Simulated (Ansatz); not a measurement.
# CaO: pressure against volume

CaO, Fm-3m, a = 4.830 Å. Ansatz: PBE, PAW, 420 eV, Γ-centred 8×8×8 mesh on 2 atoms, Gaussian smearing 0.02 eV; no spin polarisation. Symmetry fixes shape and atoms, so the cell is only scaled; pressure is positive in compression.

```tsv
V (Å³/atom)	P (GPa)
13.241	7.52
13.663	3.48
14.086	0.05
14.508	?
14.931	-5.38
```

Task: Take V0 = 14.086 Å³/atom, count pressures from its P0 = 0.05 GPa, fit the third-order Birch–Murnaghan form to the other rows, and predict the missing pressure.

Result: With the Eulerian strain f = ½[(V0/V)^(2/3) − 1] and y = (P − P0)/[3f(1 + 2f)^(5/2)], the form is the line y = B0 + 1.5 B0 (B0′ − 4) f. Rows (f, y): 0.02105, 106.7; 0.01027, 105.8; -0.01905, 104.7. Means f = 0.004090, y = 105.73; Σ(Δf)² = 0.0008613, ΣΔfΔy = 0.04072; the slope is their ratio. y = 105.5 + 47.28 f GPa, so B0 = 105.5 GPa and B0′ = 4 + 2 × (47.28)/(3 × 105.5) = 4.30. At V = 14.508, f = -0.00974, y = 105.04 and P = -2.87 GPa. The run gave -2.88 GPa, so the fit is 0.01 GPa too high, within twice the rms miss on the fitted rows (0.010 GPa).